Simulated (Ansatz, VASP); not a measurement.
# BaZrO3 in VASP and in Ansatz

The input INCAR:

```
  PREC = Accurate
  ENCUT = 520
  EDIFF = 1E-7
  ISMEAR = 0
  SIGMA = 0.01
  LREAL = F
  LASPH = T
  NELM = 60
  ALGO = Normal
  ISIF = 2
  LWAVE = F
  LCHARG = T
  LELF = T
  LVHAR = T
  NBANDS = 28
```

Contents of KPOINTS:

```
Automatic mesh
0
Gamma
  4 4 4
```

Contents of POSCAR:

```
BaZrO3
1.0
    4.0481197956      0.0000000000      0.0000000000
    0.0000000000      4.0481197956      0.0000000000
    0.0000000000      0.0000000000      4.0481197956
Ba Zr O
1 1 3
Direct
    0.0000000000      0.0000000000      0.0000000000
    0.5000000000      0.5000000000      0.5000000000
    0.0000000000      0.5000000000      0.5000000000
    0.5000000000      0.0000000000      0.5000000000
    0.5000000000      0.5000000000      0.0000000000
```

Input for Ansatz:

```yaml
crystal:
  lattice:
    - [4.04811979558, 0.0, 0.0]
    - [0.0, 4.04811979558, 0.0]
    - [0.0, 0.0, 4.04811979558]
  atoms:
    - { symbol: Ba, position: [0.0, 0.0, 0.0] }
    - { symbol: Zr, position: [0.5, 0.5, 0.5] }
    - { symbol: O, position: [0.0, 0.5, 0.5] }
    - { symbol: O, position: [0.5, 0.0, 0.5] }
    - { symbol: O, position: [0.5, 0.5, 0.0] }
kpoints:
  mp_grid: { grid: [4, 4, 4] }
scf:
  occupations: { method: fixed }
  convergence: { dr2_threshold: 1.0e-10 }
hamiltonian:
  xc: lda
  pseudopotentials: { kind: all_electron, lapw: { basis_error: 0.0005 } }
output:
  forces: true
  stress: true
  eigenstates:
    kpoints:
      - [0.0, 0.0, 0.0]
      - [0.5, 0.5, 0.5]
      - [-0.5, -0.5, 0.0]
      - [-0.5, 0.0, -0.5]
      - [0.0, -0.5, -0.5]
      - [0.0, -0.5, 0.0]
      - [0.0, 0.0, -0.5]
      - [-0.5, 0.0, 0.0]
  eigenvalues: true
```

Alike in both runs: task single point; functional LDA; k mesh 4 × 4 × 4; no spin polarisation.

```csv
,VASP,Ansatz
version,VASP 6.6.1,Ansatz 0.2.0
potentials or method,"VASP PAW LDA potentials, release 64 (Ba_sv, Zr_sv, O)","all-electron LAPW, scalar-relativistic"
plane-wave cutoff (eV),520,see its input
occupations,"gaussian, width 0.01 eV",fixed
```

```tsv
	VASP	Ansatz	Ansatz less VASP
gap on the k mesh at the Fermi level (eV)	3.26	3.33	+0.075
pressure (GPa)	17.0	15.0	-1.99
```

Ansatz ran all-electron here, so the differences hold the error of VASP's frozen core and of both bases.

Caveats: so large a pressure means that the cell lies far from this level's equilibrium, or that cutoff or potentials fall short (VASP); spin-orbit coupling is left out, which moves the levels of the heavy elements. A k mesh can miss the band edges. As with any semilocal functional, this LDA gap is likely too small.
